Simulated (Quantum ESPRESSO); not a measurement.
Ni:

```
Ni
1.0
     0.00000    1.73757    1.73757
     1.73757    0.00000    1.73757
     1.73757    1.73757    0.00000
Ni
1
Cartesian
  0.0000 0.0000 0.0000
```

Base run:

* Program: Quantum ESPRESSO 7.5
* Functional: PBE
* Potentials or basis: SSSP 1.3 efficiency PBE
* Cutoff: 748 eV
* Density cutoff: 5987 eV
* k mesh: 13 × 13 × 13
* Occupations: fermi-dirac, width 0.05 eV
* Spin: collinear spin, ferromagnetic start
* Starting moments: [1.0] μB

Its results: band gap on the k mesh none (metal or under the smearing width); pressure 7.7 GPa; net moment 0.63 μB per cell; site moments Ni +0.67 μB.

Question: The run is repeated on the same cell with these changes: functional from PBE to PBEsol; potentials or basis from SSSP 1.3 efficiency PBE to PseudoDojo 0.4.1 SR PBEsol standard; cutoff from 748 eV to 1333 eV; density cutoff from 5987 eV to 5333 eV. What comes out?

Answer: Band gap on the k mesh none (metal or under the smearing width); pressure -2.3 GPa; net moment 0.63 μB per cell; site moments Ni +0.67 μB.

Not every run made on this cell is shown here.
